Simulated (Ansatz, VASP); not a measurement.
# One calculation of CaB2, two programs

INCAR

```
PREC = Accurate ; ENCUT = 520
EDIFF = 1E-6 ; ISMEAR = 0
SIGMA = 0.055 ; LREAL = F
LASPH = T ; NELM = 80
ALGO = Normal ; ISIF = 2
LWAVE = F ; LCHARG = F
GGA = PE ; NBANDS = 15
```

File KPOINTS:

```
Automatic mesh
0
Gamma
  11 11 9
```

Contents of POSCAR:

```
CaB2
1.0
    1.7216260000      2.9819390000      0.0000000000
   -1.7216260000      2.9819390000      0.0000000000
    0.0000000000      0.0000000000      3.8086510000
B Ca
2 1
Direct
    0.3333000000      0.3334000000      0.5000000000
    0.6666000000      0.6667000000      0.5000000000
    0.0000000000      0.0000000000      0.0000000000
```

Input for Ansatz:

```yaml
crystal:
  lattice:
    - [1.721626, 2.981939, 0.0]
    - [-1.721626, 2.981939, 0.0]
    - [0.0, 0.0, 3.808651]
  atoms:
    - { symbol: B, position: [0.3333, 0.3334, 0.5] }
    - { symbol: B, position: [0.6666, 0.6667, 0.5] }
    - { symbol: Ca, position: [0.0, 0.0, 0.0] }
  symmetry: { tolerance: 0.0003 }
kpoints:
  mp_grid: { grid: [11, 11, 9], shift: [0, 0, 0] }
  band_path:
    path:
      - [0.0, 0.0, 0.0]
      - [0.4999999, -3.9e-07, 0.0]
      - [0.66666627, 0.33333274, 0.0]
      - [0.0, 0.0, 0.0]
      - [0.0, 0.0, 0.5]
      - [0.4999999, -3.9e-07, 0.5]
      - [0.66666627, 0.33333274, 0.5]
      - [0.0, 0.0, 0.5]
      - [0.4999999, -3.9e-07, 0.5]
      - [0.4999999, -3.9e-07, 0.0]
      - [0.66666627, 0.33333274, 0.5]
    npoints: 6
magnetization:
  spin_polarized: false
scf:
  occupations: { method: gaussian, width: 0.055 }
  lower_state_search: "off"
  max_iter: 200
hamiltonian:
  pseudopotentials: { kind: paw }
  xc: pbe
basis:
  ecutwfc: 420
  fft_grid_basis: typed
output:
  forces: true
  stress: true
  eigenvalues: true
  bader: true
  populations: true
  elf: true
  write_potential: true
  volumetric_format: npy
  dos:
    e_range: [-12, 8]
    de: 0.05
    projected: { site_lists: { B: [B], Ca: [Ca] } }
checkpoint:
  read: saved_state
```

The cell was built by a generator and needn't be a form met in nature.

Alike in both runs: task single point; functional PBE; k mesh 11 × 11 × 9; occupations gaussian, width 0.055 eV; no spin polarisation.

|  | VASP | Ansatz |
| --- | --- | --- |
| version | VASP 6.6.1 | Ansatz 0.2.0 |
| potentials or method | VASP PAW PBE potentials, release 64 (B, Ca_sv) | PAW plane waves |
| plane-wave cutoff (eV) | 520 | 420 |
| valence electrons in the cell | 16 | 16 |

```tsv
	VASP	Ansatz	Ansatz less VASP
pressure (GPa)	-7.3	-7.6	-0.27
largest component of the traceless stress (GPa)	17.75	17.65	-0.103
```

Ansatz warned: «structure_snapped_to_symmetry».
